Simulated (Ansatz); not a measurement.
# O-17 NMR of the central transition in BaTiO3

Cell: a refined structure from the COD.

```
CELL_PARAMETERS angstrom
4.00600 0.00000 0.00000
0.00000 4.00600 0.00000
0.00000 0.00000 4.00600
ATOMIC_POSITIONS crystal
Ba 0.50000 0.50000 0.50000
Ti 0.00000 0.00000 0.00000
O 0.50000 0.00000 0.00000
O 0.00000 0.50000 0.00000
O 0.00000 0.00000 0.50000
```

Sites (sets of like atoms) are named by element and the number of their first atom in this list.

Computed with Ansatz: DFT, PBE, plane waves and PAW, scalar-relativistic, 420 eV cutoff, Γ-centred 8×8×8 k-points, Fermi–Dirac smearing 0.02 eV.

O-17 has I = 5/2 and Q = -25.58 mb (Pyykkö 2018); at 16.4 T its Larmor frequency is ν₀ = 94.7 MHz. Only the quadrupole interaction is simulated: positions count from each site's isotropic chemical shift, and J coupling is left out, as are shift anisotropy and dipolar coupling, which fast spinning averages.

Question: What does the O-17 spectrum (fast magic-angle spinning) show for each site?

Answer: 

| site | first shell | C_Q (MHz) | η | P_Q (MHz) | δ_QIS (ppm) | breadth (kHz) |
| --- | --- | --- | --- | --- | --- | --- |
| O | 2 Ti at 2.00 Å, angle 180°; also 4 Ba at 2.83 Å | -1.61 | 0.00 | 1.61 | -1.73 | 0.350 |

δ_QIS = −(ν_Q²/30ν₀²)[I(I+1) − 3/4](1 + η²/3) × 10⁶ ppm with ν_Q = 3|C_Q|/[2I(2I−1)]; it falls as 1/B₀² in ppm, and the breadth as 1/B₀ in kHz.

An axis of threefold or higher order runs through O, so V_zz lies along it and η is zero.

This high-symmetry form of BaTiO3 is unstable when cold, to polar off-centring of Ti. The symmetry of the cell holds that distortion back, wholly or in part, and it would change the field gradients, the more the larger the distortion.
